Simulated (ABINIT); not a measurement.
# AlN (F-43m) in ABINIT: notebook

One crystal, AlN, is run at these levels: PBEsol, PBE; tasks: single point.

Everything below comes from runs of ABINIT 10.8.3 (patched build). Logs are shortened: lines on timing, memory, paths and dates and some standing lists are left out, and cuts for length are marked. The log counts tension as positive stress, the text compression.

## 1. The crystal as given

It takes space group F-43m (No. 216, cubic). The conventional cell has a = 4.368 Å, b = 4.368 Å, c = 4.368 Å, α = 90.00°, β = 90.00°, γ = 90.00°. Al (site symmetry -43m) is surrounded by 4 N at 1.89 Å. Around N (site symmetry -43m) lie 4 Al at 1.89 Å.

Measurements of this composition are mostly on another form, of space group No. 186.

## 2. Single point, PBEsol (cell relaxed)

run.abi

```
# Pseudopotentials
pp_dirpath "./"
pseudos "Al.GGA_PBE-JTH.xml, N.GGA_PBE-JTH.xml"

# Structure
acell 3*1.0 Angstrom
rprim
     0.0000000000     2.1914773100     2.1914773100
     2.1914773100     0.0000000000     2.1914773100
     2.1914773100     2.1914773100     0.0000000000
ntypat 2
znucl 13 7
natom 2
typat 1 2
xred
     0.0000000000     0.0000000000     0.0000000000
     0.2500000000     0.2500000000     0.2500000000
chkprim 0
chksymtnons 0
tolsym 1.0e-6

# Plane-wave basis
ecut 20.0
pawecutdg 40.0

# k points
kptopt 1
ngkpt 8 8 8
nshiftk 1
shiftk 0.0 0.0 0.0

# Exchange and correlation
ixc -116133

# Bands and occupations
nband 8
occopt 3
tsmear 0.05 eV

# SCF cycle
nstep 100
tolvrs 1.0e-9

# Output
iomode 3
prtwf 0
prtden 0
prteig 0
prtebands 0
enunit 2
```

Potentials or basis: JTH PAW PBE v2.0.

Command:

```bash
abinit run.abi > log 2>&1
```

run.abo:

```text
.Version 10.8.3 of ABINIT
 Symmetries : space group F-4 3 m (#216); Bravais cF (face-center cubic)
================================================================================
 Values of the parameters that define the memory need of the present run
     intxc =       0    ionmov =       0      iscf =      17    lmnmax =       8
     lnmax =       4     mgfft =      24  mpssoang =       2    mqgrid =    3001
     natom =       2  nloc_mem =       2    nspden =       1   nspinor =       1
    nsppol =       1      nsym =      24    n1xccc =       1    ntypat =       2
    occopt =       3   xclevel =       2
       mpw =         618          nfft =       13824          nkpt =          29
 PAW method is used; the additional fine FFT grid is defined by:
   mgfftf=        36    nfftf =     46656
================================================================================
================================================================================

--------------------------------------------------------------------------------
------------- Echo of variables that govern the present computation ------------
--------------------------------------------------------------------------------
 -outvars: echo values of preprocessed input variables --------
            acell      1.8897261259E+00  1.8897261259E+00  1.8897261259E+00 Bohr
              amu      2.69815390E+01  1.40067400E+01
          chkprim           0
      chksymtnons           0
             ecut      2.00000000E+01 Hartree
           enunit           2
              ixc     -116133
         kptrlatt        8    0    0      0    8    0      0    0    8
          kptrlen      4.68533697E+01
            natom           2
            nband           8
            ngfft          24      24      24
          ngfftdg          36      36      36
             nkpt          29
            nstep         100
             nsym          24
           ntypat           2
           occopt           3
        pawecutdg      4.00000000E+01 Hartree
         pawxcdev           0
           prtden           0
        prtebands           0
           prteig           0
            prtwf           0
            rprim      0.0000000000E+00  2.1914773100E+00  2.1914773100E+00
                       2.1914773100E+00  0.0000000000E+00  2.1914773100E+00
                       2.1914773100E+00  2.1914773100E+00  0.0000000000E+00
          spgroup         216
           tolsym      1.00000000E-06
           tolvrs      1.00000000E-09
           tsmear      1.83746611E-03 Hartree
            typat      1  2
           useylm           1
           xangst      0.0000000000E+00  0.0000000000E+00  0.0000000000E+00
                       1.0957386550E+00  1.0957386550E+00  1.0957386550E+00
            xcart      0.0000000000E+00  0.0000000000E+00  0.0000000000E+00
                       2.0706459635E+00  2.0706459635E+00  2.0706459635E+00
             xred      0.0000000000E+00  0.0000000000E+00  0.0000000000E+00
                       2.5000000000E-01  2.5000000000E-01  2.5000000000E-01
            znucl       13.00000    7.00000

================================================================================

 chkinp: Checking input parameters for consistency.

================================================================================
== DATASET  1 ==================================================================

--- !DatasetInfo
iteration_state: {dtset: 1, }
dimensions: {natom: 2, nkpt: 29, mband: 8, nsppol: 1, nspinor: 1, nspden: 1, mpw: 618, }
cutoff_energies: {ecut:  20.0, pawecutdg:  40.0, }
electrons: {nelect:   8.00000000E+00, charge:   0.00000000E+00, occopt:   3.00000000E+00, tsmear:   1.83746611E-03, }
meta: {optdriver: 0, ionmov: 0, optcell: 0, iscf: 17, paral_kgb: 0, }
...

 Real(R)+Recip(G) space primitive vectors, cartesian coordinates (Bohr,Bohr^-1):
 R(1)=  0.0000000  4.1412919  4.1412919  G(1)= -0.1207353  0.1207353  0.1207353
 R(2)=  4.1412919  0.0000000  4.1412919  G(2)=  0.1207353 -0.1207353  0.1207353
 R(3)=  4.1412919  4.1412919  0.0000000  G(3)=  0.1207353  0.1207353 -0.1207353
 Unit cell volume ucvol=  1.4204879E+02 bohr^3
 Angles (23,13,12)=  6.00000000E+01  6.00000000E+01  6.00000000E+01 degrees

 Coarse grid specifications (used for wave-functions):

 getcut: wavevector=  0.0000  0.0000  0.0000  ngfft=  24  24  24
         ecut(hartree)=     20.000   => boxcut(ratio)=   2.03554

 Fine grid specifications (used for densities):

 getcut: wavevector=  0.0000  0.0000  0.0000  ngfft=  36  36  36
         ecut(hartree)=     40.000   => boxcut(ratio)=   2.15902

--- Pseudopotential description ------------------------------------------------
- pspini: atom type   1  psp file is ./Al.GGA_PBE-JTH.xml
 Pseudopotential format is: paw10
 basis_size (lnmax)=  4 (lmn_size=  8), orbitals=   0   0   1   1
 Spheres core radius: rc_sph= 1.90363307
 Shapefunction is SIN type: shapef(r)=[sin(pi*r/rshp)/(pi*r/rshp)]**2
 Radius for shape functions =  1.60786206
 Compensation charge density is not taken into account in XC energy/potential

- pspini: atom type   2  psp file is ./N.GGA_PBE-JTH.xml
 Pseudopotential format is: paw10
 basis_size (lnmax)=  4 (lmn_size=  8), orbitals=   0   0   1   1
 Spheres core radius: rc_sph= 1.20497474
 Shapefunction is SIN type: shapef(r)=[sin(pi*r/rshp)/(pi*r/rshp)]**2
 Radius for shape functions =  1.00243812
 Compensation charge density is not taken into account in XC energy/potential

  -4.47066277E+00                                ecore*ucvol(ha*bohr**3)
--------------------------------------------------------------------------------

================================================================================

--- !BeginCycle
iteration_state: {dtset: 1, }
solver: {iscf: 17, nstep: 100, nline: 4, wfoptalg: 10, }
tolerances: {tolvrs: 1.00E-09, }
...

     iter   Etot(hartree)      deltaE(h)  residm     nres2
 ETOT  1  -12.242091903064    -1.224E+01 2.295E-01 2.541E+01
 ETOT  2  -12.202872543047     3.922E-02 3.647E-03 5.270E+00
 ETOT  3  -12.197056778870     5.816E-03 4.194E-04 4.678E-01
 ETOT  4  -12.196926130685     1.306E-04 8.648E-05 8.226E-03
 ETOT  5  -12.196927123787    -9.931E-07 6.581E-06 1.283E-03
 ETOT  6  -12.196927519489    -3.957E-07 1.790E-05 5.958E-05
 ETOT  7  -12.196927489840     2.965E-08 1.949E-06 6.462E-06
 ETOT  8  -12.196927479948     9.892E-09 4.102E-06 1.831E-08
 ETOT  9  -12.196927480136    -1.871E-10 6.008E-07 1.055E-08
 ETOT 10  -12.196927480119     1.637E-11 1.339E-06 4.063E-10

 At SCF step   10       nres2   =  4.06E-10 < tolvrs=  1.00E-09 =>converged.

 Cartesian components of stress tensor (hartree/bohr^3)
  sigma(1 1)=  1.28256424E-04  sigma(3 2)=  0.00000000E+00
  sigma(2 2)=  1.28256424E-04  sigma(3 1)=  0.00000000E+00
  sigma(3 3)=  1.28256424E-04  sigma(2 1)=  0.00000000E+00

--- !ResultsGS
iteration_state: {dtset: 1, }
comment   : Summary of ground state results
lattice_vectors:
- [  0.0000000,   4.1412919,   4.1412919, ]
- [  4.1412919,   0.0000000,   4.1412919, ]
- [  4.1412919,   4.1412919,   0.0000000, ]
lattice_lengths: [   5.85667,    5.85667,    5.85667, ]
lattice_angles: [ 60.000,  60.000,  60.000, ] # degrees, (23, 13, 12)
lattice_volume:   1.4204879E+02
convergence: {deltae:  1.637E-11, res2:  4.063E-10, residm:  1.339E-06, diffor: null, }
etotal    :  -1.21969275E+01
entropy   :   0.00000000E+00
fermie    :   3.20931277E-01
cartesian_stress_tensor: # hartree/bohr^3
- [  1.28256424E-04,   0.00000000E+00,   0.00000000E+00, ]
- [  0.00000000E+00,   1.28256424E-04,   0.00000000E+00, ]
- [  0.00000000E+00,   0.00000000E+00,   1.28256424E-04, ]
pressure_GPa:  -3.7734E+00
xred      :
- [  0.0000E+00,   0.0000E+00,   0.0000E+00, Al]
- [  2.5000E-01,   2.5000E-01,   2.5000E-01,  N]
cartesian_forces: # hartree/bohr
- [  4.77486584E-29,  -6.50194497E-29,   1.72707913E-29, ]
- [ -4.77486584E-29,   6.50194497E-29,  -1.72707913E-29, ]
force_length_stats: {min:   8.24969300E-29, max:   8.24969300E-29, mean:   8.24969300E-29, }
...

 Integrated electronic density in atomic spheres:
 ------------------------------------------------
 Atom  Sphere_radius  Integrated_density
    1        1.90363          0.89464823
    2        1.20497          2.56853218

================================================================================

 ----iterations are completed or convergence reached----

 Mean square residual over all n,k,spin=   58.075E-10; max=  13.390E-07
 reduced coordinates (array xred) for    2 atoms
       0.000000000000      0.000000000000      0.000000000000
       0.250000000000      0.250000000000      0.250000000000
 rms dE/dt=  2.8030E-28; max dE/dt=  5.3853E-28; dE/dt below (all hartree)
    1      -0.000000000000      0.000000000000      0.000000000000
    2      -0.000000000000      0.000000000000     -0.000000000000

 cartesian coordinates (angstrom) at end:
    1      0.00000000000000     0.00000000000000     0.00000000000000
    2      1.09573865500000     1.09573865500000     1.09573865500000

 cartesian forces (hartree/bohr) at end:
    1      0.00000000000000    -0.00000000000000     0.00000000000000
    2     -0.00000000000000     0.00000000000000    -0.00000000000000
 frms,max,avg= 4.7629625E-29 6.5019450E-29   0.000E+00  0.000E+00  0.000E+00 h/b

 cartesian forces (eV/Angstrom) at end:
    1      0.00000000000000    -0.00000000000000     0.00000000000000
    2     -0.00000000000000     0.00000000000000    -0.00000000000000
 frms,max,avg= 2.4492138E-27 3.3434345E-27   0.000E+00  0.000E+00  0.000E+00 e/A
 length scales=  1.889726125908  1.889726125908  1.889726125908 bohr
              =  1.000000000000  1.000000000000  1.000000000000 angstroms
 Fermi (or HOMO) energy (hartree) =   0.32093   Average Vxc (hartree)=  -0.39769
 Eigenvalues (hartree) for nkpt=  29  k points:
 kpt#   1, nband=  8, wtk=  0.00195, kpt=  0.0000  0.0000  0.0000 (reduced coord)
  -0.29557    0.25311    0.25311    0.25311    0.40026    0.70620    0.70620    0.70620
      occupation numbers for kpt#   1
   2.00000    2.00000    2.00000    2.00000    0.00000    0.00000    0.00000    0.00000
 prteigrs : prtvol=0 or 1, do not print more k-points.

 Fermi (or HOMO) energy (eV) =   8.73298   Average Vxc (eV)= -10.82181
 Eigenvalues (   eV  ) for nkpt=  29  k points:
 kpt#   1, nband=  8, wtk=  0.00195, kpt=  0.0000  0.0000  0.0000 (reduced coord)
  -8.04275    6.88744    6.88744    6.88744   10.89162   19.21673   19.21673   19.21673
 prteigrs : prtvol=0 or 1, do not print more k-points.

--- !EnergyTerms
iteration_state     : {dtset: 1, }
comment             : Components of total free energy in Hartree
kinetic             :  6.95670940288338E+00
hartree             :  2.81073396753694E+00
xc                  : -3.82544954935919E+00
Ewald energy        : -1.08627568878775E+01
psp_core            : -3.14727273041568E-02
local_psp           : -9.05909797665323E+00
PAW spherical_terms :  1.81441237234661E+00
internal            : -1.21969213984272E+01
'-kT*entropy'       : -1.43349073988219E-15
total_energy        : -1.21969213984272E+01
total_energy_eV     : -3.31895139184472E+02
...

--- !EnergyTermsDC
iteration_state     : {dtset: 1, }
comment             : '"Double-counting" decomposition of free energy'
band_energy         :  5.37809331478699E-01
Ewald energy        : -1.08627568878775E+01
psp_core            : -3.14727273041568E-02
xc_dc               : -2.24715185077927E+00
PAW spherical_terms :  4.06644654363074E-01
internal            : -1.21969274801192E+01
'-kT*entropy'       : -1.43349073988219E-15
total_energy_dc     : -1.21969274801192E+01
total_energy_dc_eV  : -3.31895304675742E+02
...

--- !EnergyTermsWithPAWCore
iteration_state     : {dtset: 1, }
comment             : 'Components of total free energy, including PAW core contributions'
Total energy        : -2.97005934461844E+02
Total energy DC     : -2.97005940543536E+02
Total energy (eV)   : -8.08194319998977E+03
Total energy DC (eV): -8.08194336548104E+03
...

 Cartesian components of stress tensor (hartree/bohr^3)
  sigma(1 1)=  1.28256424E-04  sigma(3 2)=  0.00000000E+00
  sigma(2 2)=  1.28256424E-04  sigma(3 1)=  0.00000000E+00
  sigma(3 3)=  1.28256424E-04  sigma(2 1)=  0.00000000E+00

-Cartesian components of stress tensor (GPa)         [Pressure= -3.7734E+00 GPa]
- sigma(1 1)=  3.77343426E+00  sigma(3 2)=  0.00000000E+00
- sigma(2 2)=  3.77343426E+00  sigma(3 1)=  0.00000000E+00
- sigma(3 3)=  3.77343426E+00  sigma(2 1)=  0.00000000E+00

== END DATASET(S) ==============================================================
================================================================================

 -outvars: echo values of variables after computation  --------
            acell      1.8897261259E+00  1.8897261259E+00  1.8897261259E+00 Bohr
           etotal     -1.2196927480E+01
            fcart      4.7748658404E-29 -6.5019449742E-29  1.7270791338E-29
                      -4.7748658404E-29  6.5019449742E-29 -1.7270791338E-29
            rprim      0.0000000000E+00  2.1914773100E+00  2.1914773100E+00
                       2.1914773100E+00  0.0000000000E+00  2.1914773100E+00
                       2.1914773100E+00  2.1914773100E+00  0.0000000000E+00
           strten      1.2825642376E-04  1.2825642376E-04  1.2825642376E-04
                       0.0000000000E+00  0.0000000000E+00  0.0000000000E+00
           xangst      0.0000000000E+00  0.0000000000E+00  0.0000000000E+00
                       1.0957386550E+00  1.0957386550E+00  1.0957386550E+00
             xred      0.0000000000E+00  0.0000000000E+00  0.0000000000E+00
                       2.5000000000E-01  2.5000000000E-01  2.5000000000E-01
 Calculation completed.
```

Wall time 8.3 s (1 thread of Intel Xeon Platinum 8375C at 2.90GHz (Ice Lake), shared host); peak memory 0.09 GiB.

Results:

```yaml
Free_energy: -331.8953 eV
Band_gap_on_the_k_mesh: 3.16 eV, indirect (least direct gap 4.00 eV)
Valence_electrons_inside_the_program's_atomic_spheres: Al 0.89; N 2.57
```

Caveat: the cutoff is too short for stress, so the log's stress isn't used; the PAW data sets were made with another functional, which shifts forces and pressure a little. A k mesh can miss the band edges.

(Part 1 of 2 ends here.)
